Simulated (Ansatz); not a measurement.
## GaN: experiment and calculation

**The experiment to reproduce.**

From “Vacancy defect in bulk and at (10\overline10) surface of GaN: A combined first-principles theoretical and experimental analysis”, 2017, arxiv:1710.05670, for a bulk crystal of GaN: lattice constant a 3.189 Å.

From “On the origin of Blue Luminescence in Mg doped GaN”, 2017, arxiv:1708.04036, for a bulk crystal of GaN: lattice constant c 5.189 Å.

“Studying electronic properties in GaN without electrical contacts using γ-γ vs e−-γ Perturbed Angular Correlations”, 2019, pmc:6823545 quotes, for a bulk crystal of GaN: band gap 3.503 ± 0.005 eV (direct).

A printed reference work, data compilation reports, for a bulk crystal of GaN: high-frequency dielectric constant 5.4.

The runs below are set against these values where they give the same quantity.

Computed with DFT PBE, scalar-relativistic, plane waves, PAW (Ansatz).

Settings: cutoff 420 eV, Γ-centred mesh 12×12×6 on the computed 4-atom cell, Gaussian smearing of 0.02 eV; no spin polarisation.

Relaxed structure, symmetry kept:

```xyz
4
Lattice="3.2184 0.0000 0.0000 -1.6092 2.7872 0.0000 0.0000 0.0000 5.2430" Properties=species:S:1:pos:R:3 pbc="T T T"
Ga    0.0000    1.8582   -0.0046
Ga    1.6092    0.9291    2.6170
N     0.0000    1.8582    1.9707
N     1.6092    0.9291    4.5922
```

```json
{
 "Space group": "P6_3mc (No. 186)",
 "Volume per atom": "11.76 Å³",
 "Formation energy from the elements' standard states (uncorrected)": "-0.443 eV/atom",
 "Kohn–Sham band gap": "1.71 eV, direct at Γ",
 "Löwdin character of the top 1 eV of the valence band": "N 2p 87 %, Ga 4p 8 %",
 "Löwdin character of the lowest 1 eV of the conduction band": "N 2s 37 %, Ga 4s 36 %, N 2p 19 %, Ga 4p 9 %",
 "Electron masses at the edge by Cartesian direction of the standard setting (m_e; degenerate bands sorted by energy; no spin-orbit coupling)": "x: 0.16; y: 0.16; z: 0.14",
 "Hole masses at the edge by Cartesian direction of the standard setting (m_e; degenerate bands sorted by energy; no spin-orbit coupling)": "x: 2.2, 0.16; y: 2.3, 0.16; z: 2.1, 2.1",
 "Bulk modulus": "172 GPa",
 "Its pressure derivative": "4.4",
 "Electronic dielectric constant xx, yy, zz of the standard setting (independent particles)": "6.1, 6.1, 6.3",
 "Bader charges (e)": "Ga (2 in the cell) 1.55, N (2 in the cell) -1.55"
}
```

Measured lattice constant a of GaN: 3.189 Å (quoted in the paper above). This calculation gives 3.218 Å (+0.9 %). 2 values of this kind are on record in papers (3.186 to 3.189 Å); this one was drawn at random among those near their median. Against the measured lattice constant c of GaN, 5.189 Å (quoted in the paper above), the calculated 5.243 Å is off by +1.0 %. 2 values of this kind are on record in papers (5.186 to 5.189 Å); this one was drawn at random among those near their median. The calculation is for 0 K without zero-point motion. Against the measured band gap of GaN, 3.503 eV (direct; quoted in the paper above), the calculated 1.71 eV is off by -1.79 eV. So large a miss may mean another phase, state or a wrong row. Kohn–Sham gaps of semilocal functionals fall short of measured ones as a rule; spin-orbit coupling, left out here, would usually lower the calculated gap of a compound with heavy elements. A measured high-frequency dielectric constant of GaN is 5.4 (a printed reference work, data compilation); the calculated 6.15 misses it by +13.9 %. Local fields are left out.